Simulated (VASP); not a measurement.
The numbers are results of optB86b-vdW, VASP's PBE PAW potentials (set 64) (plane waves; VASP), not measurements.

VASP input:

INCAR:
```
SYSTEM = Li2O
PREC = Accurate; ENCUT = 520; LREAL = F
LASPH = T
EDIFF = 1E-6; NELM = 100; ALGO = Normal
ISMEAR = 0; SIGMA = 0.05
GGA = MK; LUSE_VDW = T; AGGAC = 0.0
PARAM1 = 0.1234; PARAM2 = 1.0
IBRION = 2; NSW = 60; ISIF = 3
EDIFFG = -0.02
LWAVE = F; LCHARG = F
```

File KPOINTS:
```
Automatic mesh
0
Gamma
8 8 8
0 0 0
```

**POSCAR**
```
Li2O
1
    0.0000000000     2.2999668349     2.2999668349
    2.2999668349     0.0000000000     2.2999668349
    2.2999668349     2.2999668349     0.0000000000
Li O
2 1
Direct
  0.2500000000   0.2500000000   0.2500000000
  0.7500000000   0.7500000000   0.7500000000
  1.0000000000   0.0000000000   0.0000000000
```

POTCAR, in this order: Li_sv O (PBE.64 set). Program: vasp_std.

Output

**OUTCAR**
```
 ion  position               nearest neighbor table
   1  0.250  0.250  0.250-   3 1.99   3 1.99   3 1.99   3 1.99   2 2.30   2 2.30   2 2.30   2 2.30
                             2 2.30   2 2.30
   2  0.750  0.750  0.750-   3 1.99   3 1.99   3 1.99   3 1.99   1 2.30   1 2.30   1 2.30   1 2.30
                             1 2.30   1 2.30
   3  0.000  0.000  0.000-   2 1.99   2 1.99   2 1.99   1 1.99   2 1.99   1 1.99   1 1.99   1 1.99
  LATTYP: Found a face centered cubic cell.
 ALAT       =     4.5999336698
 Subroutine PRICEL returns:
 Original cell was already a primitive cell.
 Subroutine GETGRP returns: Found 48 space group operations
The static configuration has the point symmetry O_h .
The dynamic configuration has the point symmetry O_h .
 Subroutine INISYM returns: Found 48 space group operations
 Subroutine IBZKPT returns following result:
 Found     29 irreducible k-points:

 Following reciprocal coordinates:
            Coordinates               Weight
  0.000000  0.000000  0.000000      1.000000
  0.125000  0.000000  0.000000      8.000000
  0.250000  0.000000  0.000000      8.000000
  0.375000  0.000000  0.000000      8.000000
  0.500000  0.000000  0.000000      4.000000
  0.125000  0.125000  0.000000      6.000000
  0.250000  0.125000  0.000000     24.000000
  0.375000  0.125000  0.000000     24.000000
  0.500000  0.125000  0.000000     24.000000
 -0.375000  0.125000  0.000000     24.000000
 -0.250000  0.125000  0.000000     24.000000
 -0.125000  0.125000  0.000000     12.000000
  0.250000  0.250000  0.000000      6.000000
  0.375000  0.250000  0.000000     24.000000
  0.500000  0.250000  0.000000     24.000000
 -0.375000  0.250000  0.000000     24.000000
 -0.250000  0.250000  0.000000     12.000000
  0.375000  0.375000  0.000000      6.000000
  0.500000  0.375000  0.000000     24.000000
 -0.375000  0.375000  0.000000     12.000000
  0.500000  0.500000  0.000000      3.000000
...
```

**OSZICAR**
```
       N       E                     dE             d eps       ncg     rms          rms(c)
DAV:   1     0.425974219440E+02    0.42597E+02   -0.62658E+03   580   0.129E+03
DAV:   2    -0.823869487518E+01   -0.50836E+02   -0.47989E+02   694   0.228E+02
DAV:   3    -0.128756732800E+02   -0.46370E+01   -0.46212E+01  1016   0.601E+01
DAV:   4    -0.129391830254E+02   -0.63510E-01   -0.63440E-01   748   0.808E+00
DAV:   5    -0.129405789273E+02   -0.13959E-02   -0.13958E-02   842   0.710E-01    0.751E+00
DAV:   6    -0.111827765433E+02    0.17578E+01   -0.96741E+00   582   0.198E+01    0.285E+00
DAV:   7    -0.111550190859E+02    0.27757E-01   -0.23077E-01   660   0.418E+00    0.148E+00
DAV:   8    -0.111543248272E+02    0.69426E-03   -0.67154E-02   658   0.317E+00    0.363E-01
DAV:   9    -0.111532070685E+02    0.11178E-02   -0.79758E-03   736   0.819E-01    0.110E-01
DAV:  10    -0.111537900295E+02   -0.58296E-03   -0.11652E-03   626   0.297E-01    0.654E-02
DAV:  11    -0.111537520907E+02    0.37939E-04   -0.75707E-05   716   0.111E-01    0.133E-02
DAV:  12    -0.111537530961E+02   -0.10054E-05   -0.89613E-06   704   0.294E-02    0.165E-03
DAV:  13    -0.111537532829E+02   -0.18679E-06   -0.11011E-06   688   0.100E-02
   1 F= -.11153753E+02 E0= -.11153753E+02  d E =-.111538E+02
```

**OUTCAR**
```
------------------------ aborting loop because EDIFF is reached ----------------------------------------
  FORCE on cell =-STRESS in cart. coord.  units (eV):
  Direction    XX          YY          ZZ          XY          YZ          ZX
  --------------------------------------------------------------------------------------
  Total        0.0555106      0.0555106      0.0555106      0.0000000      0.0000000     -0.0000000
  in kB        3.6550375      3.6550375      3.6550375      0.0000000      0.0000000     -0.0000000
  external PRESSURE =       3.6550375 kB  Pullay stress =       0.0000000 kB
  volume of cell :       24.33
      direct lattice vectors                 reciprocal lattice vectors
     0.000000000  2.299966835  2.299966835    -0.217394439  0.217394439  0.217394439
     2.299966835  0.000000000  2.299966835     0.217394439 -0.217394439  0.217394439
     2.299966835  2.299966835  0.000000000     0.217394439  0.217394439 -0.217394439
 POSITION                                       TOTAL-FORCE (eV/Angst)
 -----------------------------------------------------------------------------------
      1.14998      1.14998      1.14998         0.000000      0.000000      0.000000
      3.44995      3.44995      3.44995        -0.000000      0.000000     -0.000000
      0.00000      0.00000      0.00000         0.000000     -0.000000     -0.000000
 -----------------------------------------------------------------------------------
    total drift:                               -0.000000      0.000000      0.000000
  FREE ENERGIE OF THE ION-ELECTRON SYSTEM (eV)
  ---------------------------------------------------
  free  energy   TOTEN  =       -11.1537532829 eV

  energy  without entropy=      -11.1537532829  energy(sigma->0) =      -11.15375328

 reached required accuracy - stopping structural energy minimisation
```
(Selected blocks of OUTCAR.)

### OUTCAR
```
 val. band max:        1.3249337870   @ k =   0.0000   0.0000   0.0000

 cond. band min:       6.3832723907   @ k =   0.5000   0.5000   0.0000


 Fermi energy:         1.6133837552

 k-point     1 :       0.0000    0.0000    0.0000
  band No.  band energies     occupation
      1     -41.5337      2.00000
      2     -41.1881      2.00000
      3     -14.0522      2.00000
      4       1.3249      2.00000
      5       1.3249      2.00000
      6       1.3249      2.00000
      7       6.7948      0.00000
      8      13.3691      0.00000
      9      13.3691      0.00000
     10      13.3691      0.00000

 k-point     2 :       0.1250    0.0000    0.0000
  band No.  band energies     occupation
      1     -41.5183      2.00000
      2     -41.1995      2.00000
      3     -14.0217      2.00000
      4       0.8158      2.00000
      5       1.2524      2.00000
      6       1.2524      2.00000
      7       7.2045      0.00000
      8      13.3982      0.00000
      9      13.5857      0.00000
     10      13.5857      0.00000

 k-point     3 :       0.2500    0.0000    0.0000
  band No.  band energies     occupation
      1     -41.4757      2.00000
      2     -41.2322      2.00000
      3     -13.9439      2.00000
      4      -0.2284      2.00000
      5       1.0875      2.00000
      6       1.0875      2.00000
      7       8.1915      0.00000
      8      13.2021      0.00000
      9      13.8406      0.00000
     10      13.8406      0.00000

 k-point     4 :       0.3750    0.0000    0.0000
  band No.  band energies     occupation
      1     -41.4149      2.00000
      2     -41.2833      2.00000
      3     -13.8604      2.00000
      4      -1.1172      2.00000
      5       0.9355      2.00000
      6       0.9355      2.00000
      7       9.4976      0.00000
      8      12.3991      0.00000
      9      13.6460      0.00000
     10      13.6460      0.00000

 k-point     5 :       0.5000    0.0000    0.0000
...
```

The compound is Li2O in the antifluorite structure. It was relaxed first. The start is the result of an earlier pass.
